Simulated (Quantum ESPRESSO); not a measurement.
BN:

```
N B
1.0
     0.00000    1.81300    1.81300
     1.81300    0.00000    1.81300
     1.81300    1.81300    0.00000
N B
1 1
Direct
  0.25000 0.25000 0.25000
  0.00000 0.00000 0.00000
```

The cell is a database's computed one.

Program: Quantum ESPRESSO 7.5. Alike in all runs: task dielectric tensor; no spin polarisation; cell as given; k mesh 10 × 10 × 10, shifted; cutoff (eV) 612; smearing fermi-dirac 0.05 eV.

Task: Order these runs on this cell by their pressure, lowest first.
A. level BLYP; potentials or basis GBRV 1.5 PBE
B. level LDA; potentials or basis GBRV 1.5 LDA; form of the LDA correlation PZ81
C. level AM05; potentials or basis GBRV 1.5 PBE
D. level PBE; potentials or basis GBRV 1.5 PBE

Result: B (-12.9 GPa), C (-6.3 GPa), D (-0.5 GPa), A (8.6 GPa).

Caveats: the cell is more than 3 GPa from zero pressure, which shifts response properties (some runs); the potentials were made for another functional, which shifts forces and pressure (some runs).
